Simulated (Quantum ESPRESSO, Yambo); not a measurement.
# A GW chain in Yambo: GaN (P6_3mc), part 2 of 3

Wanted: ground state, empty states, screening and self-energy for GaN (P6_3mc).

Quantum ESPRESSO 7.5 and Yambo 5.3.0; PBE and many-body steps on it, plane waves. Known limits of the many-body steps: not at the basis limit; no spin-orbit coupling; coarse k mesh.

So far. Step 2 (Ground state): The gap is direct, at Γ. Step 3 (Bands along the symmetry lines): The gap is 1.925 eV, as in the run before at this level.

The database entry behind the starting cell has ideal inner coordinates that were not refined, so it need not match the best structure at ambient conditions.

**4. Empty states on the mesh, 3×3×4 mesh, 93 bands**

Level of this step: DFT, PBE, plane waves, norm-conserving pseudopotentials (Quantum ESPRESSO).

The sums over transitions need many empty states on a uniform mesh; this step solves for them.

Input file pw.in:

```
&control
  calculation = 'nscf'
  prefix = 'x'
  outdir = 'o'
  pseudo_dir = 'pseudo'
/
&system
  ibrav = 0
  nat = 4
  ntyp = 2
  ecutwfc = 104.0
  nbnd = 93
  force_symmorphic = .true.
/
&electrons
  conv_thr = 1e-9
  electron_maxstep = 80
  diago_full_acc = .true.
  diago_thr_init = 5e-6
/
ATOMIC_SPECIES
  Ga 69.723 Ga.upf
  N 14.007 N.upf
CELL_PARAMETERS angstrom
  3.1900000000 -0.0000000000 0.0000000000
  -1.5950000000 2.7626210381 0.0000000000
  0.0000000000 0.0000000000 5.1890000000
ATOMIC_POSITIONS crystal
  Ga 0.6666666667 0.3333333333 0.0000000000
  Ga 0.3333333333 0.6666666667 0.5000000000
  N 0.6666666667 0.3333333333 0.3750000000
  N 0.3333333333 0.6666666667 0.8750000000
K_POINTS automatic
  3 3 4 0 0 0
```

Command:

```sh
$ OMP_NUM_THREADS=1 mpirun -n 8 pw.x -nk 4 -in pw.in > pw.out
```

Log:

```text
[banner, memory and clock lines left out]
Program PWSCF v.7.5 starts

     Atomic positions and unit cell read from directory:
     o/x.save/

     Message from routine setup:
     using ibrav=0 with symmetry is DISCOURAGED, use correct ibrav instead

     bravais-lattice index     =            0
     lattice parameter (alat)  =       6.0282  a.u.
     unit-cell volume          =     308.5974 (a.u.)^3
     number of atoms/cell      =            4
     number of atomic types    =            2
     number of electrons       =        52.00
     number of Kohn-Sham states=           93
     kinetic-energy cutoff     =     104.0000  Ry
     charge density cutoff     =     416.0000  Ry
     Exchange-correlation= PBE
                           (   1   4   3   4   0   0   0)

     celldm(1)=   6.028226  celldm(2)=   0.000000  celldm(3)=   0.000000
     celldm(4)=   0.000000  celldm(5)=   0.000000  celldm(6)=   0.000000

     crystal axes: (cart. coord. in units of alat)
               a(1) = (   1.000000  -0.000000   0.000000 )
               a(2) = (  -0.500000   0.866025   0.000000 )
               a(3) = (   0.000000   0.000000   1.626646 )

     reciprocal axes: (cart. coord. in units 2 pi/alat)
               b(1) = (  1.000000  0.577350 -0.000000 )
               b(2) = (  0.000000  1.154701 -0.000000 )
               b(3) = ( -0.000000 -0.000000  0.614762 )
     Pseudo is Norm-conserving + core correction, Zval = 21.0
     Generated using ONCVPSP code by D. R. Hamann
     Using radial grid of 1902 points,  6 beta functions with:
     Pseudo is Norm-conserving + core correction, Zval =  5.0
     Generated using ONCVPSP code by D. R. Hamann
     Using radial grid of 1058 points,  4 beta functions with:
     Ga               21.00    69.72300     Ga( 1.00)
     N                 5.00    14.00700     N ( 1.00)

      6 Sym. Ops. (no inversion) found

   Cartesian axes

     site n.     atom                  positions (alat units)
         1        Ga     tau(   1) = (   0.5000000   0.2886751   0.0000000  )
         2        Ga     tau(   2) = (  -0.0000000   0.5773503   0.8133229  )
         3        N      tau(   3) = (   0.5000000   0.2886751   0.6099922  )
         4        N      tau(   4) = (  -0.0000000   0.5773503   1.4233150  )

     number of k points=    10
                       cart. coord. in units 2pi/alat
        k(    1) = (   0.0000000   0.0000000   0.0000000), wk =   0.0555556
        k(    2) = (   0.0000000   0.0000000   0.1536905), wk =   0.1111111
        k(    3) = (   0.0000000   0.0000000  -0.3073810), wk =   0.0555556
[...]
k(    9) = (   0.3333333   0.5773503  -0.3073810), wk =   0.1111111
        k(   10) = (   0.0000000  -0.3849002   0.1536905), wk =   0.3333333

     Dense  grid:    44217 G-vectors     FFT dimensions: (  40,  40,  64)

     The potential is recalculated from file :
     o/x.save/charge-density

     Starting wfcs are   34 randomized atomic wfcs +   59 random wfcs

     Band Structure Calculation

     End of band structure calculation

          k = 0.0000 0.0000 0.0000 (  5539 PWs)   bands (ev):

  -130.4341-130.4340 -81.1736 -81.1735 -81.1735 -81.1731 -81.1731 -81.1723
    -4.2776  -3.3961  -1.8541  -1.8341  -1.8341  -1.7734  -1.7734  -1.5929
    -1.5929  -1.4946  -1.4946  -0.2114   4.6120  10.6332  10.6332  11.6093
    11.6730  11.6730  13.5979  15.9505  20.8585  21.5952  21.5952  22.4793
[...]
75.2586  75.2586  77.6873  78.4981  78.4981

          k = 0.0000 0.0000 0.1537 (  5504 PWs)   bands (ev):

  -130.4341-130.4340 -81.1734 -81.1733 -81.1733 -81.1731 -81.1731 -81.1724
[...]
75.7768  75.9293  76.2680  76.2680  78.1808

          k = 0.0000 0.0000-0.3074 (  5492 PWs)   bands (ev):

  -130.4340-130.4340 -81.1732 -81.1732 -81.1732 -81.1732 -81.1728 -81.1728
[...]
66.3447  66.3447  68.6333  68.6333  68.6333  68.6333  70.7513  70.7513
    70.7513  70.7513  70.7538  70.7538  71.5694  71.5694  75.8836  75.8836
    76.6802  76.6802  76.6802  76.6802  77.9320

          k = 0.0000 0.3849 0.0000 (  5529 PWs)   bands (ev):

     [... further k-points ...]

     highest occupied, lowest unoccupied level (ev):    11.6730   13.5979

     XML data file, pseudopotentials, collected wavefunctions
```

Run time: 6.6 s. Hardware: 8 MPI ranks of Arm Neoverse V1, shared host; peak memory 0.55 GiB; 52 s of CPU time.

This step gave:

```
gap                                                           : 1.925 eV
k of the valence top                                          : 0, 0, 0
k of the conduction bottom                                    : 0, 0, 0
least direct gap                                              : 1.925 eV
k points computed                                             : 10
lowest point of the top converged band, above the valence top : 65.3898 eV
```

On this mesh the gap is 1.925 eV.

**5. Conversion and set-up**

This step: Yambo 5.3.0; conversion and set-up on PBE, plane waves, norm-conserving pseudopotentials.

The states are converted to the many-body program's format and the q mesh is built.

Command:

```sh
$ (cd o/x.save; p2y > p2y.log; mv SAVE ../..); yambo > setup.log
```

Log:

```text
 Yambo, version 5.3.0

 [02] CORE Variables Setup
 =========================

  [02.01] Unit cells
  ==================

  Cell kind             :  HCP
  Atoms in the cell     :  Ga  N
  number of Ga atoms    :  2
  number of N  atoms    :  2

  List of atomic masses
  Mass of Ga    :  69.72300
  Mass of N     :  14.00700

  List of atomic coordinates    : [cc]
  Ga1       :  3.014113  1.740199  0.000000  order 1
  Ga2       : -0.30141E-09   3.4804       4.9029      order 2
  N1       :  3.014113  1.740199  3.677171  order 3
  N2       : -0.30141E-09   3.4804       8.5801      order 4

  Alat factors          :  6.028226  5.220597  9.805789 [a.u.]
  Direct lattice volume :  308.5974 [a.u.]
  Direct lattice vectors:  A[ 1 ]  A[ 2 ]  A[ 3 ]
   A[ 1 ]:  1.000000 -0.000000  0.000000  [iru]
   6.028226 -0.000000  0.000000  [cc]
   A[ 2 ]: -0.500000  1.000000  0.000000  [iru]
  -3.014113  5.220597  0.000000  [cc]
   A[ 3 ]:  0.000000  0.000000  1.000000  [iru]
   0.000000  0.000000  9.805789  [cc]

  Recip. lattice volume :  0.803799 [a.u.]
  Recip. lattice vectors:  B[ 1 ]  B[ 2 ]  B[ 3 ]
   B[ 1 ]:  1.000000  0.500000  0.000000  [iku]
   1.042294  0.601769 -0.000000  [cc]
   B[ 2 ]:  0.000000  1.000000  0.000000  [iku]
   0.000000  1.203538 -0.000000  [cc]
   B[ 3 ]:  0.000000  0.000000  1.000000  [iku]
  -0.000000 -0.000000  0.640763  [cc]

  [02.02] Symmetries
  ==================

  Inversion symmetry    : yes
  Spatial inversion     : no
  Inversion index       :   7
  K-space Time-reversal : yes
  Magnetic symmetries   : no
  Time-reversal derived K-space symmetries:   7  12
  Group table correct   : yes
  Symmetries units      :  [cc]

   [S  1]:   1.0000       0.0000       0.0000      0.50137E-16   1.0000       0.0000       0.0000       0.0000       1.0000
   [S  2]: -0.500000  0.866025  0.000000 -0.866025 -0.500000  0.000000  0.000000  0.000000  1.000000
   [S  3]: -0.500000 -0.866025  0.000000  0.866025 -0.500000  0.000000  0.000000  0.000000  1.000000
   [S  4]:  -1.0000       0.0000       0.0000     -0.22027E-15   1.0000       0.0000       0.0000       0.0000       1.0000
   [S  5]:  0.500000  0.866025  0.000000  0.866025 -0.500000  0.000000  0.000000  0.000000  1.000000
   [S  6]:  0.500000 -0.866025  0.000000 -0.866025 -0.500000  0.000000  0.000000  0.000000  1.000000
   [S* 7]:  -1.0000      -0.0000      -0.0000     -0.50137E-16  -1.0000      -0.0000      -0.0000      -0.0000      -1.0000
   [S* 8]:  0.500000 -0.866025 -0.000000  0.866025  0.500000 -0.000000 -0.000000 -0.000000 -1.000000
   [S* 9]:  0.500000  0.866025 -0.000000 -0.866025  0.500000 -0.000000 -0.000000 -0.000000 -1.000000
   [S*10]:   1.0000      -0.0000      -0.0000      0.22027E-15  -1.0000      -0.0000      -0.0000      -0.0000      -1.0000
   [S*11]: -0.500000 -0.866025 -0.000000 -0.866025  0.500000 -0.000000 -0.000000 -0.000000 -1.000000
[...]
Grid dimensions      :   4   3   3
  K lattice UC volume  :  0.022328 [a.u.]

  IBZ K-points                                      :  10
  BZ  K-points                                      :   36

  K/Q-points units:
  rlu = crystal or reduced units; cc = cartesian coordinates; iku = interal k-units

  K [ 1]         [rlu]:  0.000000  0.000000  0.000000
         WF components:   5539
  K [ 2]         [rlu]:  0.000000  0.000000  0.250000
         WF components:   5504
  K [ 3]         [rlu]:  0.000000  0.000000 -0.500000
         WF components:   5492
[...]
K [ 8]         [rlu]:  0.333333  0.333333  0.250000
[...]
K [ 9]         [rlu]:  0.333333  0.333333 -0.500000
         WF components:   5484
  K [10]         [rlu]:  0.000000 -0.333333  0.250000
         WF components:   5543

  [02.05] Energies & Occupations
  ==============================

  [X] === General ===
  [X] Electronic Temperature                        :  0.000000  0.000000 [eV K]
  [X] Bosonic    Temperature                        :  0.000000  0.000000 [eV K]
  [X] Finite Temperature mode                       : no
  [X] El. density                                   :  0.11371E+25 [cm-3]
  [X] Fermi Level                                   :  11.67295 [eV]

  [X] === Gaps and Widths ===
  [X] Conduction Band Min                           :  1.924983 [eV]
  [X] Valence Band Max                              :  0.000000 [eV]
  [X] Filled Bands                                  :  26
  [X] Empty Bands                                   :   27   93
  [X] Direct Gap                                    :  1.924983 [eV]
  [X] Direct Gap localized at k                     :  1
  [X] Indirect Gap                                  :  1.924983 [eV]
  [X] Indirect Gap between kpts                     :  1  1
  [X] Last valence band width                       :  2.679443 [eV]
  [X] 1st conduction band width                     :  4.523313 [eV]

  E @ K [ 1]:  [eV]
  -142.1070 -142.1069  -92.8465  -92.8465  -92.8465  -92.8461  -92.8461  -92.8452
[...]
occ @ K [ 1]
[...]
E @ K [ 2]:  [eV]
[...]
occ @ K [ 2]
[...]
E @ K [ 3]:  [eV]
[...]
occ @ K [ 3]
[...]
E @ K [ 8]:  [eV]
[...]
occ @ K [ 8]
[...]
E @ K [ 9]:  [eV]
[...]
occ @ K [ 9]
[...]
E @ K [10]:  [eV]
[...]
occ @ K [10]
[...]
0.000000  0.000000  0.000000  0.000000  0.000000  0.000000  0.000000  0.000000
   0.000000  0.000000  0.000000  0.000000  0.000000  0.000000  0.000000  0.000000

 [03] Transferred momenta grid and indexing
 ==========================================

 IBZ Q-points                                      :  10
 BZ  Q-points                                      :   36

 K/Q-points units:
 rlu = crystal or reduced units; cc = cartesian coordinates; iku = interal k-units

 Q [ 1]         [rlu]:  0.000000  0.000000  0.000000
 Q [ 2]         [rlu]:  0.000000  0.000000  0.250000
 Q [ 3]         [rlu]:  0.000000  0.000000 -0.500000
[...]
Q [ 8]         [rlu]:  0.333333  0.333333  0.250000
 Q [ 9]         [rlu]:  0.333333  0.333333 -0.500000
 Q [10]         [rlu]: -0.19298E-16 -0.33333      0.25000

  [03.01] X indexes
  =================

   [03.01.01] Sigma indexes
   ========================

 [06] Game Over & Game summary
```

Elapsed: 2.5 s, on 1 MPI rank; peak memory 0.24 GiB.

[end of part 2 of 3]

[Paths, hosts, dates, memory and timing lines, banners, echoed tables and standing remarks are left out of the program output.]

[Logs are printed without paths, hosts, clocks, repeated set-up lines and the standing remarks that a program may print on its own settings, such as how far it seeks lower states.]

[Runs of the session that timed out or met a known fault of the program may be left out.]

[Hosts, paths, dates, database ids (printed as entryN), source tags and the programs' standing remarks are cut or masked in the printed files.]
